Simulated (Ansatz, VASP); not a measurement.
AlGaN2: VASP beside Ansatz

```xyz
4
Lattice="3.2351 0.0000 0.0000 0.0000 3.2351 0.0000 0.0000 0.0000 4.4238" Properties=species:S:1:pos:R:3 pbc="T T T"
Al    1.6176    1.6176    2.2119
Ga    0.0000    0.0000    0.0000
N     1.6176    0.0000    3.2660
N     0.0000    1.6176    1.1579
```

Change from the starting cell: strain +0.030 along x and y, +0.000 along z, atoms carried along.

Alike in both runs: task single point; functional r2SCAN; k mesh 8 × 8 × 6; occupations gaussian, width 0.05 eV; no spin polarisation.

|  | VASP | Ansatz |
| --- | --- | --- |
| version | VASP 6.6.1 | Ansatz 0.2.0 |
| potentials or method | VASP PAW PBE potentials, release 64 (Al, Ga_d, N) | scalar-relativistic, plane waves, PAW |
| plane-wave cutoff (eV) | 520 | 500 |
| valence electrons in the cell | 26 | 26 |

|  | VASP | Ansatz | Ansatz less VASP |
| --- | --- | --- | --- |
| gap on the k mesh at the Fermi level (eV) | 2.94 | 2.93 | -0.010 |
| least direct gap on the mesh (eV) | 2.94 | 2.93 | -0.010 |
| pressure (GPa) | -10.8 | -11.0 | -0.27 |
| largest component of the traceless stress (GPa) | 2.69 | 2.69 | +0.005 |
| rms of the force components (eV/Å) | 0.016 | 0.016 | 0.0000 |

Atom by atom the forces differ by 0.031 eV/Å (rms over components).

Caveats: the PAW data sets were made with another functional, which shifts forces and pressure a little (VASP).
